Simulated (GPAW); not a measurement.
Crystal: InPd.

```
In Pd
1.0
     0.00000    2.74607    2.74607
     2.74607    0.00000    2.74607
     2.74607    2.74607    0.00000
In Pd
1 1
Direct
  0.00000 0.00000 0.00000
  0.50000 0.50000 0.50000
```

The cell was built by a generator and needn't be a form met in nature.

* Program: GPAW 26.7.0
* Task: relaxation of cell and atoms
* Functional: BLYP
* Potentials or basis: PAW data sets generated in the run's folder for this functional
* Cutoff: 600 eV
* Basis: pw
* k mesh: 8 × 8 × 8
* Occupations: fermi-dirac, width 0.05 eV
* Spin: no spin polarisation

At the start: pressure 5.4 GPa; volume 20.71 Å³/atom.

Question: How do energy, volume and symmetry change on relaxing?

Answer: Over 4 steps the energy falls by 22.8 meV/atom and the volume is 22.17 Å³/atom (+7.1 %); space group Fm-3m (No. 225, to 0.05 Å).

Step by step:
| step | energy change (eV) | largest force (eV/Å) | pressure (GPa) | volume (Å³) |
| --- | --- | --- | --- | --- |
| 1 | 0.0000 | 0.0000 | 5.38 | 41.42 |
| 2 | -0.0181 | 0.0000 | 4.03 | 42.04 |
| 3 | -0.0452 | 0.0000 | 0.44 | 44.08 |
| 4 | -0.0457 | 0.0000 | 0.04 | 44.35 |

Final structure:
```xyz
2
Lattice="0.0000 2.8094 2.8094 2.8094 0.0000 2.8094 2.8094 2.8094 0.0000" Properties=species:S:1:pos:R:3 pbc="T T T"
In    0.0000    0.0000    0.0000
Pd    2.8094    2.8094    2.8094
```

Caveat: later steps reuse the first step's grids.
